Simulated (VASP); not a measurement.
# K (Im-3m) in VASP: a series of runs

One crystal, K, is run at these levels: r2SCAN; tasks: single point.

All numbers are computed with VASP 6.6.1; they aren't measurements. Logs are shortened: lines on timing, memory, paths and dates and some standing lists are left out, and cuts for length are marked.

## (1) Starting point

The structure is cubic, space group Im-3m (No. 229). Conventional cell: a = 5.395 Å, b = 5.395 Å, c = 5.395 Å, α = 90.00°, β = 90.00°, γ = 90.00°.

## (2) Single point, r2SCAN

INCAR

```
SYSTEM = K
ADDGRID = .False.
ALGO = Normal
EDIFF = 1E-6
ENCUT = 350
ISIF = 2
ISMEAR = -1
LASPH = .True.
LCHARG = .False.
LMIXTAU = .True.
LREAL = .False.
LWAVE = .False.
METAGGA = R2SCAN
NBANDS = 10
NELM = 100
PREC = Accurate
SIGMA = 0.15
```

KPOINTS

```
k-points
0
Gamma
  4 4 4
  0 0 0
```

POSCAR

```
K
1.0
   -2.6975585167      2.6975585167      2.6975585167
    2.6975585167     -2.6975585167      2.6975585167
    2.6975585167      2.6975585167     -2.6975585167
K
1
Direct
    0.0000000000      0.0000000000      0.0000000000
```

Potentials or basis: VASP PAW PBE potentials, release 64 (K_pv).

The run is started by

```console
cat potpaw_PBE.64/K_pv/POTCAR > POTCAR
mpirun -np 1 vasp_std > vasp.out
```

OUTCAR:

```text
SYSTEM = K
   EDIFF = 1E-6
   ENCUT = 350
   ISIF = 2
   ISMEAR = -1
   LASPH = .True.
   LREAL = .False.
   METAGGA = R2SCAN
   NELM = 100
   PREC = Accurate

 Found      8 irreducible k-points:

 Following reciprocal coordinates:
            Coordinates               Weight
  0.000000  0.000000  0.000000      1.000000
  0.250000  0.000000  0.000000     12.000000
  0.500000  0.000000  0.000000      6.000000
  0.250000  0.250000  0.000000     24.000000
  0.250000  0.250000  0.250000      2.000000
 -0.250000  0.250000  0.250000      6.000000
   k-points           NKPTS =      8   k-points in BZ     NKDIM =      8   number of bands    NBANDS=     10
   number of dos      NEDOS =    301   number of ions     NIONS =      1
   total plane-waves  NPLWV =  27000
   dimension x,y,z NGX =    30 NGY =   30 NGZ =   30
   dimension x,y,z NGXF=    60 NGYF=   60 NGZF=   60
   ions per type =               1
   NGX,Y,Z   is equivalent  to a cutoff of  10.67, 10.67, 10.67 a.u.
   NGXF,Y,Z  is equivalent  to a cutoff of  21.35, 21.35, 21.35 a.u.
 SYSTEM =  K
   PREC   = accura    normal or accurate (medium, high low for compatibility)
   ISTART =      0    job   : 0-new  1-cont  2-samecut
   ICHARG =      2    charge: 1-file 2-atom 10-const
   ISPIN  =      1    spin polarized calculation?
   LNONCOLLINEAR =      F non collinear calculations
   LSORBIT =      F    spin-orbit coupling
   LASPH  =      T    aspherical Exc in radial PAW
   ENCUT  =  350.0 eV  25.72 Ry    5.07 a.u.   7.13  7.13  7.13*2*pi/ulx,y,z
   NELM   =    100;   NELMIN=  2; NELMDL= -5     # of ELM steps
   EDIFF  = 0.1E-05   stopping-criterion for ELM
   LREAL  =      F    real-space projection
   EDIFFG = 0.1E-04   stopping-criterion for IOM
   NSW    =      0    number of steps for IOM
   IBRION =     -1    ionic relax: 0-MD 1-quasi-New 2-CG
   NFREE  =      0    steps in history (QN), initial steepest desc. (CG)
   ISIF   =      2    stress and relaxation
   ISYM   =      2    0-nonsym 1-usesym 2-fastsym
   POTIM  = 0.5000    time-step for ionic-motion
   TEBEG  =    0.0;   TEEND  =   0.0 temperature during run
   PSTRESS=    0.0 pullay stress
   NELECT =       7.0000    total number of electrons
   NUPDOWN=      -1.0000    fix difference up-down
   EMIN   =  10.00;   EMAX   =-10.00  energy-range for DOS
   EFERMI =   0.00;   METHOD = LEGACY
   ISMEAR =    -1;   SIGMA  =   0.15  broadening in eV -4-tet -1-fermi 0-gaus
   EFERMI_NEDOS =   21; number of points for ismear=-14 and -15
   IALGO  =     38    algorithm
   IMIX   =      4    mixing-type and parameters
     AMIX     =   0.40;   BMIX     =  1.00
     AMIX_MAG =   1.60;   BMIX_MAG =  1.00
  volume/ion in A,a.u.               =      78.52       529.87
  Fermi-wavevector in a.u.,A,eV,Ry     =   0.731335  1.382024  7.277097  0.534852
  Thomas-Fermi vector in A             =   1.823527
   LORBIT       =      0    0 simple, 1 ext, 2 COOP (PROOUT), +10 PAW based schemes
   METAGGA = R2SCAN    functional components
   LHFCALC =     F    Hartree Fock is set to
   AEXX    =    0.0000 exact exchange contribution
   IVDW    =     0    specifies the selected vdW correction
   LEPSILON=     F    determine dielectric tensor
   LRPA    =     F    only Hartree local field effects (RPA)
 non-spin polarized calculation
  energy-cutoff  :      350.00
  volume of cell :       78.52
 maximum number of plane-waves:      1180
 NGX is ok and might be reduce to    30
   NGX = 15   NGY = 15   NGZ = 15

 number of electron       7.0000001 magnetization

 Free energy of the ion-electron system (eV)
  ---------------------------------------------------
  ext. energy  EPLUGINS =         0.00000000
  ---------------------------------------------------
  free energy    TOTEN  =        -5.97403962 eV

  energy without entropy =       -5.88949342  energy(sigma->0) =       -5.93176652

 E-fermi :  -1.2305     XC(G=0):  -5.7869

 val. band max:       -1.2515462907   @ k =   0.2500   0.2500   0.0000
 cond. band min:      -0.6399244895   @ k =   0.5000   0.0000   0.0000
 fundamental gap:      0.6116218013
 Fermi energy:        -1.2305393866

 k-point     1 :       0.0000    0.0000    0.0000
  band No.  band energies     occupation
      1     -17.4926      2.00000
      2     -17.4926      2.00000
      3     -17.4925      2.00000
      4      -3.4261      2.00000
      5       3.5633      0.00000
      6       3.5635      0.00000
      7       3.5635      0.00000
      8       4.5408      0.00000
      9       4.5408      0.00000
     10       7.0440      0.00000

 k-point     2 :       0.2500    0.0000    0.0000
  band No.  band energies     occupation
      1     -17.5208      2.00000
      2     -17.5019      2.00000
      3     -17.4926      2.00000
      4      -2.6570      1.99985
      5       1.9569      0.00000
      6       2.7868      0.00000
      7       4.1753      0.00000
      8       4.3404      0.00000
      9       4.4156      0.00000
     10       6.6906      0.00000

 k-point     3 :       0.5000    0.0000    0.0000
  band No.  band energies     occupation
      1     -17.5486      2.00000
      2     -17.5113      2.00000
      3     -17.4926      2.00000
      4      -0.6399      0.03825
      5      -0.5998      0.02940
      6       2.2830      0.00000
      7       4.1776      0.00000
      8       4.9765      0.00000
      9       5.1716      0.00000
     10       5.6224      0.00000

 k-point     4 :       0.2500    0.2500    0.0000
  band No.  band energies     occupation
      1     -17.5382      2.00000
      2     -17.5160      2.00000
      3     -17.4983      2.00000
      4      -1.2515      1.06991
      5       0.7683      0.00000
      6       1.3842      0.00000
      7       3.9626      0.00000
      8       4.3425      0.00000
      9       5.1440      0.00000
     10       6.1315      0.00000

 k-point     5 :       0.2500    0.2500    0.2500
  band No.  band energies     occupation
      1     -17.5199      2.00000
      2     -17.5199      2.00000
      3     -17.5198      2.00000
      4       0.3083      0.00007
      5       0.3084      0.00007
      6       0.3084      0.00007
      7       2.2407      0.00000
      8       5.2764      0.00000
      9       5.2764      0.00000
     10       6.5517      0.00000

 k-point     6 :      -0.2500    0.2500    0.2500
  band No.  band energies     occupation
      1     -17.5216      2.00000
      2     -17.5120      2.00000
      3     -17.5120      2.00000
      4      -1.9344      1.98184
      5       1.8836      0.00000
      6       2.5910      0.00000
      7       2.5911      0.00000
      8       4.3462      0.00000
      9       4.4956      0.00000
     10       5.9477      0.00000

 [... further k-points ...]

------------------------ aborting loop because EDIFF is reached ----------------------------------------

  FORCE on cell =-STRESS in cart. coord.  units (eV):
  Direction    XX          YY          ZZ          XY          YZ          ZX
  --------------------------------------------------------------------------------------
  -------------------------------------------------------------------------------------
  Total        0.0063087      0.0063087      0.0063087     -0.0000000     -0.0000000      0.0000000
  in kB        0.1287290      0.1287290      0.1287290     -0.0000000     -0.0000000      0.0000000
  external PRESSURE =       0.1287290 kB  Pullay stress =       0.0000000 kB

 VOLUME and BASIS-vectors are now :
 -----------------------------------------------------------------------------
  energy-cutoff  :      350.00
  volume of cell :       78.52
      direct lattice vectors                 reciprocal lattice vectors
    -2.697558517  2.697558517  2.697558517     0.000000000  0.185352791  0.185352791
     2.697558517 -2.697558517  2.697558517     0.185352791  0.000000000  0.185352791
     2.697558517  2.697558517 -2.697558517     0.185352791  0.185352791  0.000000000

 POSITION                                       TOTAL-FORCE (eV/Angst)
 -----------------------------------------------------------------------------------
      0.00000      0.00000      0.00000         0.000000     -0.000000     -0.000000
 -----------------------------------------------------------------------------------
    total drift:                                0.000000     -0.000000     -0.000000

  FREE ENERGIE OF THE ION-ELECTRON SYSTEM (eV)
  ---------------------------------------------------
  free  energy   TOTEN  =        -5.9740396201 eV

  energy  without entropy=       -5.8894934163  energy(sigma->0) =       -5.93176652
```

OSZICAR:

```text
N       E                     dE             d eps       ncg     rms          rms(c)
DAV:   1     0.839021924669E+01    0.83902E+01   -0.23216E+03   184   0.349E+02
DAV:   2    -0.637125175202E+01   -0.14761E+02   -0.14604E+02   164   0.897E+01
DAV:   3    -0.656039380005E+01   -0.18914E+00   -0.18908E+00   218   0.860E+00
[... 15 lines left out ...]
DAV:  19    -0.597413698677E+01   -0.37573E-04   -0.11370E-05   160   0.305E-02    0.105E-02
DAV:  20    -0.597406682335E+01    0.70163E-04   -0.17391E-05   160   0.290E-02    0.789E-03
DAV:  21    -0.597404518677E+01    0.21637E-04   -0.30242E-05   160   0.321E-02    0.727E-03
DAV:  22    -0.597404022815E+01    0.49586E-05   -0.43814E-06   160   0.135E-02    0.566E-03
DAV:  23    -0.597403962014E+01    0.60801E-06   -0.13364E-06   166   0.784E-03
   1 F= -.59740396E+01 E0= -.59317665E+01  d E =-.845462E-01
```

Wall time 26 s (1 thread of Intel Xeon Platinum 8559C (Emerald Rapids), shared host); peak memory 0.16 GiB.

These settings aren't checked as converged: the numbers below hold their error.

Results:

```
Free energy            : -5.9740 eV
Pressure               : 0.0 GPa
Band gap on the k mesh : none (metal or under the smearing width)
```

Caveat: the k mesh is coarse (spacing up to 0.41 Å⁻¹), so the values aren't converged; the PAW data sets were made with another functional, which shifts forces and pressure a little.

## (3) Single point, r2SCAN

INCAR is that of step 2.

KPOINTS is that of step 2.

POSCAR

```
K
1.0
   -2.6491090000      2.6630490000      2.6437420000
    2.6773590000     -2.6874940000      2.6964360000
    2.7342160000      2.7726000000     -2.6681870000
K
1
Direct
   -0.0060180000      0.0074470000      0.0002300000
```

Potentials or basis: VASP PAW PBE potentials, release 64 (K_pv).

The run is started by

```console
cat potpaw_PBE.64/K_pv/POTCAR > POTCAR
mpirun -np 1 vasp_std > vasp.out
```

OUTCAR:

```text
SYSTEM = K
   EDIFF = 1E-6
   ENCUT = 350
   ISIF = 2
   ISMEAR = -1
   LASPH = .True.
   LREAL = .False.
   METAGGA = R2SCAN
   NELM = 100
   PREC = Accurate

 Found     36 irreducible k-points:

 Following reciprocal coordinates:
            Coordinates               Weight
  0.000000  0.000000  0.000000      1.000000
  0.250000  0.000000 -0.000000      2.000000
  0.500000  0.000000 -0.000000      1.000000
  0.000000  0.250000  0.000000      2.000000
  0.250000  0.250000 -0.000000      2.000000
  0.500000  0.250000 -0.000000      2.000000
   k-points           NKPTS =     36   k-points in BZ     NKDIM =     36   number of bands    NBANDS=     10
   number of dos      NEDOS =    301   number of ions     NIONS =      1
   total plane-waves  NPLWV =  23520
   dimension x,y,z NGX =    28 NGY =   28 NGZ =   30
   dimension x,y,z NGXF=    56 NGYF=   56 NGZF=   60
   ions per type =               1
   NGX,Y,Z   is equivalent  to a cutoff of  10.13, 10.00, 10.57 a.u.
   NGXF,Y,Z  is equivalent  to a cutoff of  20.27, 20.00, 21.13 a.u.
 SYSTEM =  K
   PREC   = accura    normal or accurate (medium, high low for compatibility)
   ISTART =      0    job   : 0-new  1-cont  2-samecut
   ICHARG =      2    charge: 1-file 2-atom 10-const
   ISPIN  =      1    spin polarized calculation?
   LNONCOLLINEAR =      F non collinear calculations
[... 62 lines left out ...]
      2     -17.4926      2.00000
      3     -17.4914      2.00000
      4      -3.4254      2.00000
      5       3.4703      0.00000
      6       3.5330      0.00000
      7       3.6631      0.00000
      8       4.5051      0.00000
      9       4.6058      0.00000
     10       6.8383      0.00000
[... 53 lines left out ...]
 k-point     6 :       0.5000    0.2500   -0.0000
  band No.  band energies     occupation
      1     -17.5457      2.00000
      2     -17.5144      2.00000
      3     -17.4969      2.00000
      4      -1.2015      0.90889
      5       0.7889      0.00000
      6       1.4141      0.00000
      7       3.9076      0.00000
      8       4.3010      0.00000
      9       5.0669      0.00000
     10       6.2465      0.00000

 [... further k-points ...]

------------------------ aborting loop because EDIFF is reached ----------------------------------------

  FORCE on cell =-STRESS in cart. coord.  units (eV):
  Direction    XX          YY          ZZ          XY          YZ          ZX
  --------------------------------------------------------------------------------------
  -------------------------------------------------------------------------------------
  Total       -0.0029939     -0.0036722      0.0054538     -0.0120958      0.0006252     -0.0036667
  in kB       -0.0610902     -0.0749324      0.1112848     -0.2468161      0.0127564     -0.0748187
  external PRESSURE =      -0.0082459 kB  Pullay stress =       0.0000000 kB

 VOLUME and BASIS-vectors are now :
 -----------------------------------------------------------------------------
  energy-cutoff  :      350.00
  volume of cell :       78.52
      direct lattice vectors                 reciprocal lattice vectors
    -2.649109000  2.663049000  2.643742000    -0.003889548  0.184877607  0.188126541
     2.677359000 -2.687494000  2.696436000     0.183848792 -0.002040834  0.186277758
     2.734216000  2.772600000 -2.668187000     0.181941348  0.181121382 -0.000133391

 POSITION                                       TOTAL-FORCE (eV/Angst)
 -----------------------------------------------------------------------------------
     -2.61260      2.62765      2.64730        -0.000000      0.000000     -0.000000
 -----------------------------------------------------------------------------------
    total drift:                               -0.000045      0.000015     -0.000040

  FREE ENERGIE OF THE ION-ELECTRON SYSTEM (eV)
  ---------------------------------------------------
  free  energy   TOTEN  =        -5.9739009737 eV

  energy  without entropy=       -5.8902761253  energy(sigma->0) =       -5.93208855
```

OSZICAR:

```text
N       E                     dE             d eps       ncg     rms          rms(c)
DAV:   1     0.813314729819E+01    0.81331E+01   -0.25840E+03   744   0.369E+02
DAV:   2    -0.641088899459E+01   -0.14544E+02   -0.14441E+02   792   0.866E+01
DAV:   3    -0.655982607040E+01   -0.14894E+00   -0.14865E+00   952   0.833E+00
[... 15 lines left out ...]
DAV:  19    -0.597396995404E+01    0.70870E-05   -0.26672E-06   916   0.955E-03    0.965E-03
DAV:  20    -0.597390188818E+01    0.68066E-04   -0.25028E-05   720   0.360E-02    0.645E-03
DAV:  21    -0.597389155524E+01    0.10333E-04   -0.69180E-06   752   0.142E-02    0.365E-03
DAV:  22    -0.597390052858E+01   -0.89733E-05   -0.43964E-06   776   0.120E-02    0.556E-04
DAV:  23    -0.597390097369E+01   -0.44511E-06   -0.31435E-07   762   0.418E-03
   1 F= -.59739010E+01 E0= -.59320885E+01  d E =-.836248E-01
```

stdout:

```text
POSCAR found type information on POSCAR K
 POSCAR found :  1 types and       1 ions
 scaLAPACK will be used
 -----------------------------------------------------------------------------
|                                                                             |
|                                                                             |
|     You enforced a specific xc type in the INCAR file but a different       |
|     I HOPE YOU KNOW WHAT YOU ARE DOING!                                     |
|                                                                             |
 -----------------------------------------------------------------------------

 LDA part: xc-table for (None), standard interpolation
 POSCAR, INCAR and KPOINTS ok, starting setup
 FFT: planning ... GRIDC
 FFT: planning ... GRID_SOFT
 FFT: planning ... GRID
 WAVECAR not read
 entering main loop
```

It took 58 s on 1 thread of Intel Xeon Platinum 8559C (Emerald Rapids), shared host; peak memory 0.17 GiB.

The run converged, but some of its settings lie outside the range that counts as converged, so its numbers aren't taken as properties of the crystal.

What came out:

| Property | Result |
| --- | --- |
| Free energy | -5.9739 eV |
| Pressure | 0.0 GPa |
| Band gap on the k mesh | none (metal or under the smearing width) |

Caveat: the k mesh is coarse (spacing up to 0.41 Å⁻¹), so the values aren't converged; the PAW data sets were made with another functional, which shifts forces and pressure a little.

## (4) Single point, r2SCAN

Edit INCAR of step 3 so:

```diff
@@ -4,3 +4,3 @@
 EDIFF = 1E-6
-ENCUT = 350
+ENCUT = 250
 ISIF = 2
```

KPOINTS

```
k-points
0
Gamma
  5 5 5
  0 0 0
```

POSCAR

```
K
1.0
   -2.6975585167      2.6975585167      2.6975585167
    2.6975585167     -2.6975585167      2.6975585167
    2.6975585167      2.6975585167     -2.6975585167
K
1
Direct
    0.0000000000      0.0000000000      0.0000000000
```

The run is started by

```console
cat potpaw_PBE.64/K_pv/POTCAR > POTCAR
mpirun -np 1 vasp_std > vasp.out
```

It took 22 s on 1 thread of Intel Xeon Platinum 8559C (Emerald Rapids), shared host; peak memory 0.13 GiB.

The run converged, but some of its settings lie outside the range that counts as converged, so its numbers aren't taken as properties of the crystal.

Results:

```yaml
Free_energy: -6.0058 eV
Pressure: -0.1 GPa
Band_gap_on_the_k_mesh: none (metal or under the smearing width)
```

Caveat: the PAW data sets were made with another functional, which shifts forces and pressure a little.

## (5) Single point, r2SCAN

INCAR is that of step 4.

KPOINTS is that of step 4.

POSCAR

```
K
1.0
   -2.6491090000      2.6630490000      2.6437420000
    2.6773590000     -2.6874940000      2.6964360000
    2.7342160000      2.7726000000     -2.6681870000
K
1
Direct
   -0.0060180000      0.0074470000      0.0002300000
```

The run is started by

```console
cat potpaw_PBE.64/K_pv/POTCAR > POTCAR
mpirun -np 1 vasp_std > vasp.out
```

Run time: 35 s. Hardware: 1 thread of Intel Xeon Platinum 8559C (Emerald Rapids), shared host; peak memory 0.14 GiB.

The run converged, but some of its settings lie outside the range that counts as converged, so its numbers aren't taken as properties of the crystal.

Results:

- Free energy: -6.0052 eV
- Pressure: -0.1 GPa
- Band gap on the k mesh: none (metal or under the smearing width)

Caveat: the PAW data sets were made with another functional, which shifts forces and pressure a little.
